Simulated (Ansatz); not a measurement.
The system is Ti.

```
Ti
1.0
    -1.64100    1.64100    1.64100
     1.64100   -1.64100    1.64100
     1.64100    1.64100   -1.64100
Ti
1
Direct
  0.00000 0.00000 0.00000
```

This isn't the form of Ti at room conditions, which is hcp.

Program: Ansatz 0.2.0. Alike in all runs: potentials or basis all-electron LAPW, scalar-relativistic; no spin polarisation; cell as given; k mesh 11 × 11 × 11; basis error allowed 0.001 eV/atom.

Q: Order these runs on this cell by their pressure, lowest first.
A. level LDA; cutoff (eV) 227; smearing gaussian 0.05 eV
B. level PBE; cutoff (eV) 227; smearing gaussian 0.014 eV
C. level revPBE; cutoff (eV) 228; smearing fermi-dirac 0.05 eV

A: A (-11.2 GPa), B (-2.9 GPa), C (-0.2 GPa).
